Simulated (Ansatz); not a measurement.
# Σ5 (210) boundary in fcc Al with C (interstitial): structure and resistance

How much does the Σ5 (210) boundary in fcc Al with C (interstitial) reflect electrons?

Main program and level: Ansatz 0.2.0; Ansatz plane-wave DFT, PBE, PAW files; relaxation of a bicrystal slab with its lowest layers held, in the first sound run; inputs show where later runs differ.

### Step 1. Set-up

The cell holds 22 atoms: 21 Al and 1 C. Cell: a = 4.958 Å, b = 4.048 Å, c = 30.008 Å, α = 90.0°, β = 90.0°, γ = 65.9°. It derives from Al. built on the (2 1 0) plane; 2 overlapping atoms removed and the grains opened by 0 Å. Vacuum lies along c.

### Step 2. Relaxing the bicrystal

The boundary is built by mirroring the lower grain in the boundary plane and removing any atoms that overlap; then the C is put in at the boundary. A thin bicrystal slab is relaxed first, with the lowest layers held and the upper grain free to shift and open.

File input.yaml:

```yaml
crystal:
  lattice:
    - [4.957730497, 0.0, 0.0]
    - [1.6525768323, 3.6952741352, 0.0]
    - [0.0, 0.0, 30.0082257911]
  atoms:
    - { symbol: Al, position: [0.6, 0.7000000001, 0.1666209804] }
    - { symbol: Al, position: [0.2, 0.4000000001, 0.1967844967] }
    - { symbol: Al, position: [0.8, 0.1000000001, 0.226948013] }
    - { symbol: Al, position: [0.4, 0.8000000001, 0.2571115294] }
    - { symbol: Al, position: [1.0, 0.5000000001, 0.2872750457] }
    - { symbol: Al, position: [0.6, 0.2, 0.3174385621] }
    - { symbol: Al, position: [0.2, 0.9, 0.3476020784] }
    - { symbol: Al, position: [0.8, 0.6, 0.3777655948] }
    - { symbol: Al, position: [0.4, 0.3, 0.4079291111] }
    - { symbol: Al, position: [0.0, 0.0, 0.4380926274] }
    - { symbol: C, position: [0.5, 0.75, 0.4380926274] }
    - { symbol: Al, position: [0.8, 0.6, 0.4984196601] }
    - { symbol: Al, position: [0.2, 0.9, 0.5285831765] }
    - { symbol: Al, position: [0.6, 0.2, 0.5587466928] }
    - { symbol: Al, position: [1.0, 0.5000000001, 0.5889102092] }
    - { symbol: Al, position: [0.4, 0.8000000001, 0.6190737255] }
    - { symbol: Al, position: [0.8, 0.1000000001, 0.6492372419] }
    - { symbol: Al, position: [0.2, 0.4000000001, 0.6794007582] }
    - { symbol: Al, position: [0.6, 0.7000000001, 0.7095642745] }
    - { symbol: Al, position: [1.0, 1.0e-10, 0.7397277909] }
    - { symbol: Al, position: [0.4, 0.3000000001, 0.7698913072] }
    - { symbol: Al, position: [0.8, 0.6000000001, 0.8000548236] }
kpoints:
  mp_grid: { grid: [6, 6, 1] }
hamiltonian:
  xc: pbe
scf:
  occupations: { method: fermi_dirac, width: 0.1 }
relax:
  f_tol: 0.03
  max_steps: 80
  constraints: [{ sites: [0, 1, 2, 3] }]
```

The run is started by

```console
> ansatz run input.yaml --threads 8 --pin off --max-ram 15360MiB --backend cpu --events-out ev --progress --plain --runs-dir out
```

Numbers of over 12 decimals in the logs are rounded to 6 here.

The log of the run:

```text
Engine: ansatz 0.2.0, aarch64-unknown-linux-gnu
Pseudopotentials: kind: paw
Pseudopotential: Al, paw, valence charge 3, recommended cutoff 420 eV (normal), Al.paw.azcp
Pseudopotential: C, paw, valence charge 4, recommended cutoff 420 eV (normal), C.paw.azcp
Functional definition: PBE
  parameter kappa = 0.804
  parameter beta = 0.066725
  exchange = pbe_x(kappa = kappa, mu = beta*pi^2/3)
  correlation = pbe_c(beta = beta)
Crystal: 22 atoms, lattice volume = 549.756 Å³
Basis set: ecut = 420 eV, 10749 PW (Γ), exchange–correlation on 72×60×432 points (8 copies of the dense FFT grid, shifted against one another)
Bands: 56, of which v1, the nominal top of the filled ones, is band 34 counted from 1 (33 counted from 0)
Symmetry: 2 space group operations
Space group: Cm (ITA 8), of the structure as read, at distance tolerance 8.2e-5 Å
k-points: 13 of 36 (time reversal used)
Non-local potential: Al, projectors of the file, l = 0: 2, l = 1: 2, l = 2: 1
Non-local potential: C, projectors of the file, l = 0: 2, l = 1: 2, l = 2: 1
PAW form: soft (Blöchl's): semilocal exchange-correlation on the pseudo side does not see the compensation charge
PAW one-centre angular grid: Al, 110 points (default); XC on 64 Gauss nodes
PAW one-centre angular grid: C, 110 points (default); XC on 64 Gauss nodes
Initial density: superposition of atomic densities (neutral atoms: chi_scale 0, normalization atom), corrected by the library's trained network
Initial wavefunctions: pseudopotential atomic-orbital guess
Functional: x = pbe(κ = 0.804, μ = 0.219515), c = pbe(β = 0.066725)
SCF iter   1: F=—  HF=-11533.627059 eV  |F-HF|=—  |Δ(HF+E_count)|=         —  Δρ=1.80e-3  dr2=4.08e-1  ethr=1.77e-3  ⟨swp⟩=10.6  Hψ=4440  notcnv=0  defer=7
preconditioner: auto → LDOS  [metal: Δε(μ)=0.032 eV  Ē_g=6.549 eV  σ=0.100 eV  W_gap=0.08  n_scr=80 (ndim 8)  ℏωp=13.0 eV  f_vac=0.245  D(μ)=11.26/eV (n_scr^D=80)  β→1.0]
SCF iter   2: F=—  HF=-11533.618918 eV  |F-HF|=—  |Δ(HF+E_count)|=   8.14e-3  Δρ=5.27e-4  dr2=3.08e-3  ethr=6.09e-4  ⟨swp⟩=1.1  Hψ=846  notcnv=0  defer=19
SCF iter   3: F=—  HF=-11533.619518 eV  |F-HF|=—  |Δ(HF+E_count)|=   6.00e-4  Δρ=1.50e-4  dr2=4.05e-4  ethr=4.60e-6  ⟨swp⟩=2.4  Hψ=1205  notcnv=0  defer=19
SCF iter   4: F=—  HF=-11533.619503 eV  |F-HF|=—  |Δ(HF+E_count)|=   1.49e-5  Δρ=3.99e-5  dr2=2.46e-5  ethr=6.04e-7  ⟨swp⟩=2.5  Hψ=1181  notcnv=0  defer=19
iter 5 did not close the SCF: its close was put off for the readings that it lacked (scf_convergence_deferred on its scf_iter line)
SCF iter   5: F=-11533.619501 eV  HF=-11533.619503 eV  |F-HF|=1.13e-6  |Δ(HF+E_count)|=   4.46e-7  Δρ=1.28e-5  dr2=2.07e-6  ethr=3.67e-8  ⟨swp⟩=2.1  Hψ=1143  notcnv=0  defer=19
SCF iter   6: F=-11533.619502 eV  HF=-11533.619502 eV  |F-HF|=1.64e-8  |Δ(HF+E_count)|=   2.99e-7  Δρ=2.89e-6  dr2=1.15e-7  ethr=3.09e-9  ⟨swp⟩=1.9  Hψ=2324  notcnv=0
SCF 1 converged in 6 iterations: F = -11533.619502 eV  dr2 = 1.15e-7
  greatest PAW one-centre occupation: 0.678 electrons in one spin orbital (limit 2), on the C atom at site 10 (counted from 0), in its partial waves of l = 0
relax step   1: F+E_penalty+E_count = -11533.61950223 eV  Δ(F+E_penalty+E_count) = +0.000e0 eV  max|allowed force component| = 1.049e0 eV/Å  Δτ_max = 0.0000 Å  (6 SCF iters, dr2 threshold 2.25e-5 eV, accepted)
Initial density: handed on by an earlier stage of this run
Initial wavefunctions: those handed on with the density
iter 1 solved again at ethr=2.18e-3 eV; its pass at ethr=3.10e-3 eV (dr2=1.46e0 eV) is discarded
SCF iter   1: F=—  HF=-11534.208110 eV  |F-HF|=—  |Δ(HF+E_count)|=         —  Δρ=7.20e-3  dr2=1.48e0  ethr=2.18e-3  ⟨swp⟩=1.1  Hψ=3026  notcnv=0  defer=12
preconditioner: auto → LDOS  [metal: Δε(μ)=0.047 eV  Ē_g=6.603 eV  σ=0.100 eV  W_gap=0.12  n_scr=80 (ndim 8)  ℏωp=13.0 eV  f_vac=0.245  D(μ)=10.44/eV (n_scr^D=66)  β→1.0]
SCF iter   2: F=—  HF=-11534.092121 eV  |F-HF|=—  |Δ(HF+E_count)|=   1.16e-1  Δρ=1.44e-3  dr2=1.77e-2  ethr=2.18e-3  ⟨swp⟩=2.1  Hψ=880  notcnv=0  defer=12
SCF iter   3: F=—  HF=-11534.090662 eV  |F-HF|=—  |Δ(HF+E_count)|=   1.46e-3  Δρ=4.73e-4  dr2=3.56e-3  ethr=2.65e-5  ⟨swp⟩=2.5  Hψ=1404  notcnv=0  defer=45
SCF iter   4: F=—  HF=-11534.090057 eV  |F-HF|=—  |Δ(HF+E_count)|=   6.05e-4  Δρ=1.47e-4  dr2=3.84e-4  ethr=5.31e-6  ⟨swp⟩=2.1  Hψ=1025  notcnv=0  defer=45
SCF iter   5: F=-11534.090015 eV  HF=-11534.090033 eV  |F-HF|=1.73e-5  |Δ(HF+E_count)|=   2.48e-5  Δρ=3.83e-5  dr2=2.13e-5  ethr=1.03e-7  ⟨swp⟩=3.8  Hψ=2763  notcnv=0
SCF 2 converged in 5 iterations: F = -11534.090015 eV  dr2 = 2.13e-5
  greatest PAW one-centre occupation: 0.671 electrons in one spin orbital (limit 2), on the C atom at site 10 (counted from 0), in its partial waves of l = 0
relax step   2: F+E_penalty+E_count = -11534.09001547 eV  Δ(F+E_penalty+E_count) = -4.705e-1 eV  max|allowed force component| = 6.427e-1 eV/Å  Δτ_max = 0.1927 Å  (5 SCF iters, dr2 threshold 6.87e-5 eV, accepted)
iter 1 solved again at ethr=1.45e-3 eV; its pass at ethr=3.10e-3 eV (dr2=9.74e-1 eV) is discarded
SCF iter   1: F=—  HF=-11534.403773 eV  |F-HF|=—  |Δ(HF+E_count)|=         —  Δρ=7.90e-3  dr2=9.92e-1  ethr=1.45e-3  ⟨swp⟩=1.1  Hψ=2926  notcnv=0  defer=32
preconditioner: auto → LDOS  [metal: Δε(μ)=0.012 eV  Ē_g=6.653 eV  σ=0.100 eV  W_gap=0.03  n_scr=80 (ndim 8)  ℏωp=13.0 eV  f_vac=0.247  D(μ)=10.29/eV (n_scr^D=66)  β→1.0]
SCF iter   2: F=—  HF=-11534.284865 eV  |F-HF|=—  |Δ(HF+E_count)|=   1.19e-1  Δρ=2.11e-3  dr2=3.65e-2  ethr=1.45e-3  ⟨swp⟩=2.2  Hψ=1354  notcnv=0  defer=32
SCF iter   3: F=—  HF=-11534.280443 eV  |F-HF|=—  |Δ(HF+E_count)|=   4.42e-3  Δρ=4.52e-4  dr2=2.75e-3  ethr=5.44e-5  ⟨swp⟩=2.3  Hψ=1232  notcnv=0  defer=45
SCF iter   4: F=—  HF=-11534.279907 eV  |F-HF|=—  |Δ(HF+E_count)|=   5.36e-4  Δρ=7.83e-5  dr2=8.81e-5  ethr=4.10e-6  ⟨swp⟩=2.0  Hψ=1130  notcnv=0  defer=45
SCF iter   5: F=-11534.279891 eV  HF=-11534.279892 eV  |F-HF|=1.28e-6  |Δ(HF+E_count)|=   1.50e-5  Δρ=1.62e-5  dr2=2.56e-6  ethr=3.85e-8  ⟨swp⟩=5.0  Hψ=2543  notcnv=0
SCF 3 converged in 5 iterations: F = -11534.279891 eV  dr2 = 2.56e-6
relax step   3: F+E_penalty+E_count = -11534.27989067 eV  Δ(F+E_penalty+E_count) = -1.899e-1 eV  max|allowed force component| = 3.769e-1 eV/Å  Δτ_max = 0.1945 Å  (5 SCF iters, dr2 threshold 2.58e-5 eV, accepted)
[...]
relax step   4: F+E_penalty+E_count = -11534.35019673 eV  Δ(F+E_penalty+E_count) = -7.031e-2 eV  max|allowed force component| = 2.281e-1 eV/Å  Δτ_max = 0.2000 Å  (5 SCF iters, dr2 threshold 4.88e-5 eV, accepted)
[...]
relax step   5: F+E_penalty+E_count = -11534.36794139 eV  Δ(F+E_penalty+E_count) = -1.774e-2 eV  max|allowed force component| = 1.066e-1 eV/Å  Δτ_max = 0.1472 Å  (5 SCF iters, dr2 threshold 1.79e-5 eV, accepted)
[...]
relax step   6: F+E_penalty+E_count = -11534.36963261 eV  Δ(F+E_penalty+E_count) = -1.691e-3 eV  max|allowed force component| = 8.102e-2 eV/Å  Δτ_max = 0.0970 Å  (6 SCF iters, dr2 threshold 2.48e-6 eV, accepted)
[...]
relax step   7: F+E_penalty+E_count = -11534.37543688 eV  Δ(F+E_penalty+E_count) = -5.804e-3 eV  max|allowed force component| = 1.467e-2 eV/Å  Δτ_max = 0.0517 Å  (5 SCF iters, dr2 threshold 1.43e-6 eV, accepted)
iter 1 solved again at ethr=9.78e-10 eV; its pass at ethr=3.10e-3 eV (dr2=6.55e-7 eV) is discarded
SCF iter   1: F=—  HF=-11534.375351 eV  |F-HF|=—  |Δ(HF+E_count)|=         —  Δρ=5.72e-6  dr2=6.60e-7  ethr=9.78e-10  ⟨swp⟩=1.2  Hψ=1802  notcnv=0  defer=37
preconditioner: auto → LDOS  [metal: Δε(μ)=0.043 eV  Ē_g=6.660 eV  σ=0.100 eV  W_gap=0.11  n_scr=80 (ndim 8)  ℏωp=13.0 eV  f_vac=0.251  D(μ)=10.58/eV (n_scr^D=66)  β→1.0]
SCF iter   2: F=—  HF=-11534.375437 eV  |F-HF|=—  |Δ(HF+E_count)|=   8.65e-5  Δρ=3.25e-6  dr2=1.76e-7  ethr=9.78e-10  ⟨swp⟩=2.0  Hψ=1140  notcnv=0  defer=37
SCF iter   3: F=-11534.375437 eV  HF=-11534.375437 eV  |F-HF|=1.29e-8  |Δ(HF+E_count)|=   2.18e-8  Δρ=9.69e-7  dr2=1.94e-8  ethr=1.49e-10  ⟨swp⟩=4.3  Hψ=2138  notcnv=0
SCF 8 converged in 3 iterations: F = -11534.375437 eV  dr2 = 1.94e-8
relax step   8: F+E_penalty+E_count = -11534.37543729 eV  Δ(F+E_penalty+E_count) = -4.124e-7 eV  max|allowed force component| = 1.455e-2 eV/Å  Δτ_max = 0.0000 Å  (3 SCF iters, accepted)
SCF converged after 3 iterations
Free energy (F): -11534.375437 eV
Harris-Foulkes:  -11534.375437 eV  (|F-HF|=1.29e-8)
Internal energy: -11534.028372 eV  (E = F + TS)
E sigma→0 (E₀):  -11534.201905 eV
Entropy (-TS):   -0.347065 eV (-15.776 meV/atom)
Fermi energy:    3.654256 eV
--- Per-component energies (eV) ---
  E_band       = -47.884484
  E_kinetic    = 551.849129
  E_local      = -13356.973895  (includes V_loc(G=0)·N_el)
  E_nonlocal   = 245.434214
  E_hartree    = 6625.102303
  E_xc         = -873.673470
  E_vxc        = -655.858003  (∫ρ·V_xc dr)
  E_paw        = -9912.359950  (= ΣΔE_a)
  E_vpaw       = -82.530841  (= ΣTr[D̂ρ^β])
  E_aug_tail   = -0.000038  (compensation charges beyond the density's cutoff)
  E_ewald      = 5186.593336
  E_smearing   = -0.347065  (= −TS)
  E_closure    = -0.000000  (closes the sum)
  Σ components = -11534.375437   (vs F -11534.375437, Δ=0.00e0)
--- Forces (eV/Å), atoms counted from 1 ---
  atom   1  Al    -0.07980375     0.03568932     0.42751531
  atom   2  Al    -0.02032855     0.00909120    -0.26373510
  atom   3  Al     0.01317865    -0.00589367    -0.02567186
  atom   4  Al     0.10598105    -0.04739617    -0.12617891
  atom   5  Al    -0.00199657     0.00089289     0.00048218
  atom   6  Al    -0.00106704     0.00047719    -0.01340818
  atom   7  Al     0.00190569    -0.00085225     0.00307076
  atom   8  Al     0.00284579    -0.00127268     0.00078272
  atom   9  Al    -0.00050482     0.00022576    -0.00776698
  atom  10  Al     0.00339583    -0.00151866    -0.00455431
  atom  11  C     -0.00306223     0.00136947     0.01454868
  atom  12  Al    -0.00646794     0.00289255     0.00784889
  atom  13  Al    -0.00532141     0.00237981    -0.00447256
  atom  14  Al     0.00184859    -0.00082671    -0.00532785
  atom  15  Al     0.00200831    -0.00089814    -0.00027613
  atom  16  Al    -0.00120352     0.00053823     0.00017910
  atom  17  Al    -0.00158637     0.00070945    -0.00190775
  atom  18  Al    -0.00155656     0.00069611    -0.00078602
  atom  19  Al     0.00316316    -0.00141461    -0.00260594
  atom  20  Al     0.00223154    -0.00099797    -0.00496740
  atom  21  Al    -0.00722446     0.00323088     0.00671878
  atom  22  Al    -0.00637679     0.00285179     0.00050812
  max |Σ_I F_I| component: 5.86e-5 eV/Å
--- Relaxed structure (8 steps of the walk, 8 accepted, 0 SCFs on fresh bases) ---
  F+E_penalty+E_count = -11534.37543729 eV   max|allowed force component| = 1.455e-2 eV/Å
  atoms:
    - { symbol: Al, position: [0.600000, 0.700000, 0.166621] }
    - { symbol: Al, position: [0.200000, 0.4, 0.1967844967] }
    - { symbol: Al, position: [0.800000, 0.100000, 0.226948] }
    - { symbol: Al, position: [0.400000, 0.8, 0.2571115294] }
    - { symbol: Al, position: [1.006448, 0.496776, 0.288894] }
    - { symbol: Al, position: [0.618794, 0.190603, 0.319885] }
    - { symbol: Al, position: [0.226296, 0.886852, 0.345805] }
    - { symbol: Al, position: [0.891035, 0.554482, 0.383151] }
    - { symbol: Al, position: [0.498207, 0.250897, 0.411274] }
    - { symbol: Al, position: [0.131378, -0.065689, 0.438692] }
    - { symbol: C, position: [0.574729, 0.712636, 0.431418] }
    - { symbol: Al, position: [0.778481, 0.610760, 0.490667] }
    - { symbol: Al, position: [0.150168, 0.924916, 0.526391] }
    - { symbol: Al, position: [0.556277, 0.221862, 0.551716] }
    - { symbol: Al, position: [0.961417, 0.519291, 0.583840] }
    - { symbol: Al, position: [0.364528, 0.817736, 0.614441] }
    - { symbol: Al, position: [0.764342, 0.117829, 0.643827] }
    - { symbol: Al, position: [0.161935, 0.419033, 0.674413] }
    - { symbol: Al, position: [0.553094, 0.723453, 0.703535] }
    - { symbol: Al, position: [0.957793, 0.021104, 0.734485] }
    - { symbol: Al, position: [0.346181, 0.326909, 0.768582] }
    - { symbol: Al, position: [0.746875, 0.626562, 0.790505] }
```

Run time: 24 s. Hardware: 8 threads of Arm Neoverse V2, shared host; peak memory 1.5 GiB.

The steps of the relaxation:

```csv
step,energy less that of the first step (eV),largest force component (eV/Å)
1,0.0000,1.0487
2,-0.4705,0.6427
3,-0.6604,0.3769
4,-0.7307,0.2281
5,-0.7484,0.1066
6,-0.7501,0.0810
7,-0.7559,0.0147
8,-0.7559,0.0145
```

Forces are held to the 2 operations that the run works with; a distortion that breaks them can't arise in this run.

The atoms that moved most (Å):

| atom | dx | dy | dz | length |
| --- | --- | --- | --- | --- |
| Al10 | 0.543 | -0.243 | 0.018 | 0.595 |
| Al9 | 0.406 | -0.181 | 0.100 | 0.456 |
| Al8 | 0.376 | -0.168 | 0.162 | 0.443 |
| C11 | 0.309 | -0.138 | -0.200 | 0.393 |
| Al22 | -0.219 | 0.098 | -0.287 | 0.374 |
| Al14 | -0.181 | 0.081 | -0.211 | 0.289 |
| Al19 | -0.194 | 0.087 | -0.181 | 0.279 |
| Al12 | -0.089 | 0.040 | -0.233 | 0.252 |

This step gave:

```
free energy             : -11534.3754 eV
energy at zero smearing : -11534.2019 eV
Fermi energy            : 3.654 eV
```

The largest force component on a free atom ends at 0.015 eV/Å, under the tolerance of 0.03, after 8 steps.

(Part 1 of 2 ends here.)

[Logs are printed without paths, hosts, clocks, repeated set-up lines and the standing remarks that a program may print on its own settings, such as how far it seeks lower states.]

[Hosts, paths, dates, database ids (printed as entryN), source tags and the programs' standing remarks are cut or masked in the printed files.]
